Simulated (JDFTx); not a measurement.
## Ag in JDFTx: convergence with k mesh

Input of the first run (k mesh 2 × 2 × 2); the others differ in this setting and in those tied to it:

File Ag.in:

```
lattice \
    0.0000000000     3.8602380411     3.8602380411 \
    3.8602380411     0.0000000000     3.8602380411 \
    3.8602380411     3.8602380411     0.0000000000
coords-type Lattice
ion Ag     0.0000000000     0.0000000000     0.0000000000 1

ion-species pseudo/Ag.upf
elec-cutoff 41
elec-ex-corr gga-PBE
kpoint-folding 2 2 2
elec-smearing Gauss 0.0018374661
elec-n-bands 15
electronic-SCF nIterations 100 energyDiffThreshold 1e-09
electronic-minimize nIterations 30 energyDiffThreshold 1e-7
converge-empty-states yes
forces-output-coords Cartesian

dump-name run.$VAR
dump End Ecomponents EigStats BandEigs Kpoints Forces Stress
```

Potentials or basis: PseudoDojo-SR-PBE-0.5-stringent.

Launch:

```sh
$ jdftx -c 1 -i Ag.in -o Ag.out
```

Hardware: 1 thread of AMD EPYC 9R14 (Zen 4) (shared host).

| k mesh | energy less the tightest run, at zero smearing (meV/atom) | pressure (GPa) | SCF cycles | CPU time (s) | peak memory (GiB) |
| --- | --- | --- | --- | --- | --- |
| 2 × 2 × 2 | 2011.10 | 27.99 | 9 | 1.4 | 0.05 |
| 3 × 3 × 3 | -324.88 | 1.36 | 9 | 1.8 | 0.05 |
| 4 × 4 × 4 | 181.43 | 5.64 | 9 | 2.7 | 0.05 |
| 6 × 6 × 6 | 69.33 | 5.33 | 9 | 4.6 | 0.05 |
| 7 × 7 × 7 | -52.06 | 4.19 | 9 | 5.6 | 0.05 |
| 9 × 9 × 9 | -20.14 | 4.39 | 9 | 9.3 | 0.06 |
| 11 × 11 × 11 | -3.75 | 4.24 | 9 | 14 | 0.08 |
| 13 × 13 × 13 | 0.00 | 4.35 | 9 | 21 | 0.1 |

Not settled before the last step: the energy (to 1 meV/atom), the pressure (to 0.1 GPa). Meshes of other sizes hit other points, so gaps and Fermi surfaces needn't settle smoothly. The tightest run that finished is the yardstick and may itself not be fully converged.
